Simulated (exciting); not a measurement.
Input of an exciting (release sodium) run:

File input.xml:

```xml
<input>
  <title>Ge</title>
  <structure speciespath="./" tshift="false">
    <crystal scale="1">
      <basevect>2.812012487198 -4.903252741312 0.000000000000</basevect>
      <basevect>2.812012487198 4.903252741312 0.000000000000</basevect>
      <basevect>0.000000000000 0.000000000000 8.933861271034</basevect>
    </crystal>
    <species speciesfile="Ge.xml" rmt="2">
      <atom coord="0.333446630000 0.666553370000 0.250000000000"/>
      <atom coord="0.666553370000 0.333446630000 0.750000000000"/>
    </species>
  </structure>
  <groundstate do="fromscratch" ngridk="10 10 6" rgkmax="9" gmaxvr="14" lmaxapw="10" lmaxmat="10" lmaxvr="8" xctype="GGA_PBE_SOL" stype="Fermi Dirac" swidth="0.00183747" nempty="10" ValenceRelativity="iora*" epsengy="1e-05" epspot="1e-05" maxscl="60" tforce="true" outputlevel="normal"/>
  <properties>
    <chargedensityplot>
      <plot3d>
        <box grid="15 15 24">
          <origin coord="0 0 0"/>
          <point coord="1 0 0"/>
          <point coord="0 1 0"/>
          <point coord="0 0 1"/>
        </box>
      </plot3d>
    </chargedensityplot>
    <elfplot>
      <plot3d>
        <box grid="15 15 24">
          <origin coord="0 0 0"/>
          <point coord="1 0 0"/>
          <point coord="0 1 0"/>
          <point coord="0 0 1"/>
        </box>
      </plot3d>
    </elfplot>
    <exccplot>
      <plot3d>
        <box grid="15 15 24">
          <origin coord="0 0 0"/>
          <point coord="1 0 0"/>
          <point coord="0 1 0"/>
          <point coord="0 0 1"/>
        </box>
      </plot3d>
    </exccplot>
  </properties>
</input>
```

Potentials or basis: all-electron LAPW+lo, shipped species files, valence relativity iora*.

Launch:

```bash
$ OMP_NUM_THREADS=1 exciting_smp
```

(1) What does it give for the band gap on the k mesh?

Answers

(1) none (metal or under the smearing width).
